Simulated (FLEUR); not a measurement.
Crystal: Fe.

```
Fe
1.0
     2.43416    0.00000    0.00000
    -1.21708    2.10804    0.00000
     0.00000    0.00000    3.84193
Fe
2
Cartesian
  1.2171 0.7027 2.8815
  0.0000 1.4054 0.9605
```

This isn't the form of Fe at room conditions, which is bcc.

Base run:

```yaml
Program: FLEUR MaX-R8.1 (later development tree)
Functional: PBEsol
Potentials_or_basis: all-electron
Basis: FLAPW
Kmax: 4.76 1/bohr
k_mesh: 10 × 10 × 6
Occupations: fermi-dirac, width 0.05 eV
Spin: collinear spin, ferromagnetic start
Starting_moments: "[3.0, 3.0] μB"
Hubbard_terms: Fe d U = 8 eV
```

Its results: band gap on the k mesh none (metal or under the smearing width); net moment 6.17 μB per cell; site moments Fe +3.15 μB.

Task: The run is repeated on the same cell with these changes: hubbard terms from Fe d U = 8 eV to Fe d U = 4 eV. What comes out?

Result: Band gap on the k mesh none (metal or under the smearing width); net moment 5.52 μB per cell; site moments Fe +2.83 μB.

Caveats: the U is typed as a test and isn't derived for this compound.

Not every run made on this cell is shown here.
